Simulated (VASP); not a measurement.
# CdH (P6_3/mmc) in VASP: notebook

The runs below take CdH through single point, relaxation of cell and atoms, with PBE.

Everything below comes from runs of VASP 6.6.1. Logs are shortened: lines on timing, memory, paths and dates and some standing lists are left out, and cuts for length are marked.

### Step 1. The cell of the first run

The structure is hexagonal, space group P6_3/mmc (No. 194). Conventional cell: a = 3.156 Å, b = 3.156 Å, c = 15.315 Å, α = 90.00°, β = 90.00°, γ = 120.00°. Around Cd (site symmetry -3m) lie 6 H at 2.09 Å. Cd (site symmetry -6m2) is surrounded by 6 Cd at 3.16 Å and 6 H at 3.34 Å. H (site symmetry 3m) has 3 Cd at 2.09 Å as nearest neighbours.

The cell comes from a database or a generator and needn't be the stable form of this composition.

### Step 2. Single point, PBE (4 H put on empty site 1 of 1 host cells, relaxed)

INCAR

```
PREC     = Accurate       # precision mode
ENCUT    = 520            # plane-wave cutoff, eV
EDIFF    = 1E-6           # SCF threshold, eV
ISMEAR   = 0              # smearing method
SIGMA    = 0.1            # smearing width, eV
LREAL    = F              # projectors in reciprocal space
LASPH    = T              # aspherical terms in the spheres
NELM     = 100            # most SCF steps
ALGO     = Normal         # electronic algorithm
ISIF     = 2              # what is computed and relaxed
LWAVE    = F              # write WAVECAR
LCHARG   = F              # write CHGCAR
GGA      = PE             # functional
NBANDS   = 36             # bands
```

KPOINTS

```
Automatic mesh
0
Gamma
  6 6 2
```

POSCAR

```
CdH
1.0
    3.1558992974      0.0000000000      0.0000000000
   -1.5779496487      2.7330889633      0.0000000000
    0.0000000000      0.0000000000     15.3149667792
Cd H
4 4
Direct
    1.0000000000      1.0000000000      0.0000000000
    0.3333333333      0.6666666667      0.2500000000
    1.0000000000      1.0000000000      0.5000000000
    0.6666666667      0.3333333333      0.7500000000
    0.3333333333      0.6666666667      0.5671665100
    0.6666666667      0.3333333333      0.4328334900
    0.6666666667      0.3333333333      0.0671665100
    0.3333333333      0.6666666667      0.9328334900
```

Potentials or basis: VASP PAW PBE potentials, release 64 (Cd, H).

Started as:

```bash
$ cat potpaw_PBE.64/Cd/POTCAR potpaw_PBE.64/H/POTCAR > POTCAR
$ mpirun -np 1 vasp_std > vasp.out
```

OUTCAR:

```text
PREC = Accurate
   ENCUT = 520
   EDIFF = 1E-6
   ISMEAR = 0
   LREAL = F
   LASPH = T
   NELM = 100
   ISIF = 2
   GGA = PE

 ion  position               nearest neighbor table
   1  0.000  0.000  0.000-   7 2.09   8 2.09   8 2.09   7 2.09   7 2.09   8 2.09
   2  0.333  0.667  0.250-
   3  0.000  0.000  0.500-   5 2.09   6 2.09   5 2.09   6 2.09   6 2.09   5 2.09
   4  0.667  0.333  0.750-
   5  0.333  0.667  0.567-   3 2.09   3 2.09   3 2.09
   6  0.667  0.333  0.433-   3 2.09   3 2.09   3 2.09
   7  0.667  0.333  0.067-   1 2.09   1 2.09   1 2.09
   8  0.333  0.667  0.933-   1 2.09   1 2.09   1 2.09

  LATTYP: Found a hexagonal cell.
 ALAT       =     3.1558992974
 C/A-ratio  =     4.8528059155

  Lattice vectors:

 A1 = (   3.1558992974,   0.0000000000,   0.0000000000)
 A2 = (  -1.5779496487,   2.7330889633,   0.0000000000)
 A3 = (   0.0000000000,   0.0000000000,  15.3149667792)

Analysis of symmetry for initial positions (statically):
=====================================================================
 Subroutine PRICEL returns:
 Original cell was already a primitive cell.

 Routine SETGRP: Setting up the symmetry group for a
 hexagonal supercell.

 Subroutine GETGRP returns: Found 24 space group operations
 (whereof 12 operations were pure point group operations)
 out of a pool of 24 trial point group operations.

The static configuration has the point symmetry D_3d.
 The point group associated with its full space group is D_6h.

Analysis of symmetry for dynamics (positions and initial velocities):
=====================================================================
 Subroutine PRICEL returns:
 Original cell was already a primitive cell.

 Routine SETGRP: Setting up the symmetry group for a
 hexagonal supercell.

 Subroutine GETGRP returns: Found 24 space group operations
 (whereof 12 operations were pure point group operations)
 out of a pool of 24 trial point group operations.

The dynamic configuration has the point symmetry D_3d.
 The point group associated with its full space group is D_6h.

 Subroutine INISYM returns: Found 24 space group operations
 (whereof 12 operations are pure point group operations),
 and found     1 'primitive' translations

----------------------------------------------------------------------------------------
[... 98 lines left out ...]
   IBRION =     -1    ionic relax: 0-MD 1-quasi-New 2-CG
   NFREE  =      0    steps in history (QN), initial steepest desc. (CG)
   ISIF   =      2    stress and relaxation
   ISYM   =      2    0-nonsym 1-usesym 2-fastsym
   POTIM  = 0.5000    time-step for ionic-motion
   TEBEG  =    0.0;   TEEND  =   0.0 temperature during run
   PSTRESS=    0.0 pullay stress
   NELECT =      52.0000    total number of electrons
   NUPDOWN=      -1.0000    fix difference up-down
   EMIN   =  10.00;   EMAX   =-10.00  energy-range for DOS
   EFERMI =   0.00;   METHOD = LEGACY
   ISMEAR =     0;   SIGMA  =   0.10  broadening in eV -4-tet -1-fermi 0-gaus
   EFERMI_NEDOS =   21; number of points for ismear=-14 and -15
   IALGO  =     38    algorithm
   IMIX   =      4    mixing-type and parameters
     AMIX     =   0.40;   BMIX     =  1.00
     AMIX_MAG =   1.60;   BMIX_MAG =  1.00
  volume/ion in A,a.u.               =      16.51       111.43
  Fermi-wavevector in a.u.,A,eV,Ry     =   1.199808  2.267308 19.586109  1.439538
  Thomas-Fermi vector in A             =   2.335660
   LORBIT       =      0    0 simple, 1 ext, 2 COOP (PROOUT), +10 PAW based schemes
   GGA     = PE    functional components
   LHFCALC =     F    Hartree Fock is set to
   AEXX    =    0.0000 exact exchange contribution
   IVDW    =     0    specifies the selected vdW correction
   LEPSILON=     F    determine dielectric tensor
   LRPA    =     F    only Hartree local field effects (RPA)
 non-spin polarized calculation
 Gauss-broadening in eV      SIGMA  =   0.10
  energy-cutoff  :      520.00
  volume of cell :      132.10
 maximum number of plane-waves:      3580
 NGX is ok and might be reduce to    24
   NGX = 11   NGY = 11   NGZ = 57

 number of electron      51.9999976 magnetization

 Free energy of the ion-electron system (eV)
  ---------------------------------------------------
  ext. energy  EPLUGINS =         0.00000000
  ---------------------------------------------------
  free energy    TOTEN  =       -13.62207743 eV

  energy without entropy =      -13.61251506  energy(sigma->0) =      -13.61729625

 E-fermi :   1.1261     XC(G=0):  -9.3514

 val. band max:        1.0868030813   @ k =   0.5000   0.0000   0.5000
 cond. band min:       1.1305759079   @ k =   0.3333   0.3333   0.5000
 fundamental gap:      0.0437728266
 Fermi energy:         1.1261025782

 k-point     1 :       0.0000    0.0000    0.0000
  band No.  band energies     occupation
      1      -9.0528      2.00000
      2      -9.0450      2.00000
      3      -8.2030      2.00000
      4      -8.2030      2.00000
      5      -8.2030      2.00000
      6      -8.2030      2.00000
[... 535 lines left out ...]
     35       5.8578      0.00000
     36       5.8578      0.00000

------------------------ aborting loop because EDIFF is reached ----------------------------------------

  FORCE on cell =-STRESS in cart. coord.  units (eV):
  Direction    XX          YY          ZZ          XY          YZ          ZX
  --------------------------------------------------------------------------------------
  -------------------------------------------------------------------------------------
  Total        0.1694192      0.1694192      0.1381330      0.0000000      0.0000000      0.0000000
  in kB        2.0548507      2.0548507      1.6753863      0.0000000      0.0000000      0.0000000
  external PRESSURE =       1.9283626 kB  Pullay stress =       0.0000000 kB

 VOLUME and BASIS-vectors are now :
 -----------------------------------------------------------------------------
  energy-cutoff  :      520.00
  volume of cell :      132.10
      direct lattice vectors                 reciprocal lattice vectors
     3.155899297  0.000000000  0.000000000     0.316866891  0.182943185  0.000000000
    -1.577949649  2.733088963  0.000000000     0.000000000  0.365886370  0.000000000
     0.000000000  0.000000000 15.314966779     0.000000000  0.000000000  0.065295604

 POSITION                                       TOTAL-FORCE (eV/Angst)
 -----------------------------------------------------------------------------------
      0.00000      0.00000      0.00000         0.000000     -0.000000      0.000000
     -0.00000      1.82206      3.82874        -0.000000     -0.000000     -0.000000
      0.00000      0.00000      7.65748         0.000000     -0.000000      0.000000
      1.57795      0.91103     11.48623         0.000000      0.000000      0.000000
     -0.00000      1.82206      8.68614         0.000000     -0.000000      0.022101
      1.57795      0.91103      6.62883         0.000000      0.000000     -0.022101
      1.57795      0.91103      1.02865        -0.000000      0.000000      0.022101
     -0.00000      1.82206     14.28631         0.000000     -0.000000     -0.022101
 -----------------------------------------------------------------------------------
    total drift:                               -0.000000      0.000000      0.000000

  FREE ENERGIE OF THE ION-ELECTRON SYSTEM (eV)
  ---------------------------------------------------
  free  energy   TOTEN  =       -13.6220774347 eV

  energy  without entropy=      -13.6125150587  energy(sigma->0) =      -13.61729625
```

OSZICAR:

```text
N       E                     dE             d eps       ncg     rms          rms(c)
DAV:   1     0.376079801912E+03    0.37608E+03   -0.26242E+04  1008   0.136E+03
DAV:   2    -0.174965921024E+01   -0.37783E+03   -0.36323E+03  1044   0.365E+02
DAV:   3    -0.148323379524E+02   -0.13083E+02   -0.13021E+02  1164   0.752E+01
DAV:   4    -0.148834620783E+02   -0.51124E-01   -0.51073E-01  1120   0.428E+00
DAV:   5    -0.148836780468E+02   -0.21597E-03   -0.21597E-03  1072   0.243E-01    0.115E+01
DAV:   6    -0.137994521937E+02    0.10842E+01   -0.12569E+00  1168   0.106E+01    0.843E+00
DAV:   7    -0.136305725923E+02    0.16888E+00   -0.13359E+00  1112   0.514E+00    0.196E+00
DAV:   8    -0.136209352423E+02    0.96373E-02   -0.17815E-01  1072   0.319E+00    0.475E-01
DAV:   9    -0.136216226921E+02   -0.68745E-03   -0.11496E-02  1108   0.683E-01    0.261E-01
DAV:  10    -0.136220645112E+02   -0.44182E-03   -0.55463E-04  1052   0.176E-01    0.612E-02
DAV:  11    -0.136220698009E+02   -0.52897E-05   -0.20387E-05  1116   0.286E-02    0.178E-02
DAV:  12    -0.136220771356E+02   -0.73347E-05   -0.13106E-05  1072   0.192E-02    0.434E-03
DAV:  13    -0.136220774347E+02   -0.29912E-06   -0.17875E-06   752   0.113E-02
   1 F= -.13622077E+02 E0= -.13617296E+02  d E =-.956238E-02
```

It took 50 s on 1 thread of Intel Xeon Platinum 8488C (Sapphire Rapids), shared host; peak memory 0.26 GiB.

What came out:

| Property | Result |
| --- | --- |
| Free energy | -13.6221 eV |
| Pressure | 0.2 GPa |
| Largest force | 0.022 eV/Å |
| Band gap on the k mesh | none (metal or under the smearing width) |

Forces in eV/Å, atoms in the order of the input:
```
Cd   0.000  0.000  0.000
Cd   0.000  0.000  0.000
Cd   0.000  0.000  0.000
Cd   0.000  0.000  0.000
H    0.000  0.000  0.022
H    0.000  0.000 -0.022
H    0.000  0.000  0.022
H    0.000  0.000 -0.022
```

Levels at points of the mesh, in eV from the Fermi level:
| k point | band 24 | band 25 | band 26 | band 27 | band 28 | band 29 |
| --- | --- | --- | --- | --- | --- | --- |
| (0.00, 0.00, 0.00) | -5.25 | -5.06 | -3.58 | 0.41 | 1.72 | 5.64 |
| (0.50, 0.00, 0.00) | -2.56 | -0.40 | -0.23 | 0.16 | 0.23 | 1.15 |
| (0.00, 0.00, 0.50) | -5.98 | -4.14 | -4.14 | 1.04 | 1.04 | 6.43 |
| (0.50, 0.00, 0.50) | -2.64 | -0.16 | -0.16 | -0.04 | -0.04 | 1.65 |

Caveat: the k mesh is coarse (spacing up to 0.38 Å⁻¹), so the values aren't converged.

[end of part 1 of 2]
